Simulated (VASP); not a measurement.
# SiC: G0W0 in imaginary time on PBE, by tags set

SiC, F-43m (no. 216), 2 atoms in the cell. PBE, GW; PAW potentials Si_GW, C_GW (PBE set).

| Tags set | Quasiparticle gap on the mesh (eV) | Gap of the starting point on the mesh (eV) | Quasiparticle gap at the zone centre (eV) | Starting gap at the zone centre (eV) | Correction of the gap between the band edges on the mesh (eV) | Time (s) |
|---|---|---|---|---|---|---|
| defaults | 1.48 | 0.94 | 7.03 | 6.16 | 0.54 | 30 |
| LFOCKSTD=False | 1.47 | 0.94 | 7.02 | 6.16 | 0.54 | 28 |
| NATURALO=0 | 1.48 | 0.94 | 7.03 | 6.16 | 0.54 | 33 |
| NATURALO=1 | 1.48 | 0.94 | 7.03 | 6.16 | 0.54 | 30 |
| NATURALO=4 LWAVE=True | 1.48 | 0.94 | 7.03 | 6.16 | 0.54 | 30 |
| LSINGLES=True | 1.48 | 0.94 | 7.03 | 6.16 | 0.54 | 28 |
| NOMEGAPAR=2 NTAUPAR=2 | 1.48 | 0.94 | 7.03 | 6.16 | 0.54 | 33 |
| MAXMEM=500 | 1.48 | 0.94 | 7.03 | 6.16 | 0.54 | 37 |
| ALGO=QPGW0R NELMGW=2 | 1.50 | 0.94 | 7.18 | 6.16 | 0.56 | 41 |

Limits: the mesh is coarse: neither the gap nor the screening is converged.

## Input of the first row

INCAR.step1:
```
SYSTEM = SiC
ALGO = Normal ; EDIFF = 1E-8
ENCUT = 500 ; GGA = PE
ISMEAR = 0 ; LASPH = .TRUE.
LCHARG = .FALSE. ; LREAL = .FALSE.
LWAVE = .TRUE. ; NELM = 150
PREC = Accurate ; SIGMA = 0.05
```

INCAR.step2, as INCAR.step1 but for:
```
- ALGO = Normal
- NELM = 150
+ ALGO = Exact
+ ISTART = 1
+ LOPTICS = .TRUE.
+ NBANDS = 96
+ NELM = 1
```

INCAR.step3:
```
SYSTEM = SiC
ALGO = G0W0R ; ENCUT = 500
ENCUTGW = 160 ; GGA = PE
ISMEAR = 0 ; ISTART = 1
LASPH = .TRUE. ; LCHARG = .FALSE.
LFOCKSTD = .TRUE. ; LREAL = .FALSE.
LWAVE = .FALSE. ; MAXMEM = 1800
NBANDS = 96 ; NBANDSGW = 8
NOMEGA = 12 ; PREC = Accurate
PRECFOCK = Fast ; SIGMA = 0.05
```

KPOINTS:
```
k-points
0
Gamma
  2 2 2
```

POSCAR:
```
SiC
1.0
    0.0000000000      2.1790000000      2.1790000000
    2.1790000000      0.0000000000      2.1790000000
    2.1790000000      2.1790000000      0.0000000000
Si C
1 1
Direct
    0.0000000000      0.0000000000      0.0000000000
    0.7500000000      0.7500000000      0.7500000000
```

Commands (each step's output is kept before the next begins):
```
cat potpaw_PBE.64/Si_GW/POTCAR potpaw_PBE.64/C_GW/POTCAR > POTCAR
cp INCAR.step1 INCAR
mpirun -np 4 vasp_std > vasp.out
cp INCAR.step2 INCAR
mpirun -np 4 vasp_std > vasp.out
cp INCAR.step3 INCAR
mpirun -np 4 vasp_std > vasp.out
```

Changes of the last row against the first:
```
(step 3)
- ALGO = G0W0R
+ ALGO = QPGW0R
+ NELMGW = 2
```

VASP 6.6.1 took 30 s on 4 cores (Intel Xeon 6975P-C (Granite Rapids)), a shared host.
